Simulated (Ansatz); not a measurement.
# BN: the cost of one run

Computed with Ansatz 0.2.0 (DFT LDA, scalar-relativistic, plane waves, PAW, unless a step's input says otherwise).

4 further runs of the same task are left out: 4 set aside as unsound or not needed.

**1. The starting structure**

The structure is trigonal, space group R3m (No. 160). Conventional cell: a = 2.489 Å, b = 2.489 Å, c = 9.669 Å, α = 90.00°, β = 90.00°, γ = 120.00°. B (site symmetry 3m) has 3 N at 1.44 Å as nearest neighbours. Around N (site symmetry 3m) lie 3 B at 1.44 Å.

Structure file:

```cif
data_structure
_symmetry_space_group_name_H-M 'P 1'
_symmetry_Int_Tables_number 1
_cell_length_a 2.4886
_cell_length_b 2.4886
_cell_length_c 3.5285
_cell_angle_alpha 90.018
_cell_angle_beta 110.629
_cell_angle_gamma 120.000
_cell_volume 17.29
loop_
_atom_site_label
_atom_site_type_symbol
_atom_site_fract_x
_atom_site_fract_y
_atom_site_fract_z
_atom_site_occupancy
B1 B 0.99112 0.99147 0.99398 1
N1 N 0.65702 0.32442 0.99283 1
```

It goes back to an entry of the Materials Project, which need not be the stable form.

It is the result of an earlier relaxation at this level (volume 8.64 Å³/atom; gap on the mesh: 4.03 eV).

**2. The cell under 50 GPa**

What is minimised here is the enthalpy; the energy can go up as the cell is squeezed.

input.yaml reads:

```yaml
crystal:
  lattice:
    - [2.4772132687, 0.0024290348, -0.2377062476]
    - [-1.2293042602, 2.1506736694, 0.237717359]
    - [-0.9330279452, -0.897433534, 3.2824564018]
  atoms:
    - { symbol: B, position: [0.9911240036, 0.9914667072, -0.0060232892] }
    - { symbol: "N", position: [0.6570249964, 0.3244172928, 0.9928282892] }
basis:
  ecutwfc: 420
kpoints:
  mp_grid: { grid: [12, 12, 12] }
hamiltonian:
  xc: lda
scf:
  occupations: { method: fixed }
output:
  forces: true
  stress: true
  eigenvalues: true
  write_density: true
  write_potential: true
  elf: true
  volumetric_format: npy
relax:
  adjacent_minimum: "off"
  f_tol: 0.001
  max_steps: 60
  cell: { stress_tol: 0.02, p_target: 50.0 }
```

On the command line:

```console
$ ansatz run input.yaml --threads 1 --pin off --max-ram 3072MiB --backend cpu --events-out ev --progress --plain --runs-dir out
```

**Question.** How long does this run take on 1 thread of Arm Neoverse V1, shared host, and how much memory does it need?

About 2.7 min, with a peak of 0.39 GiB.
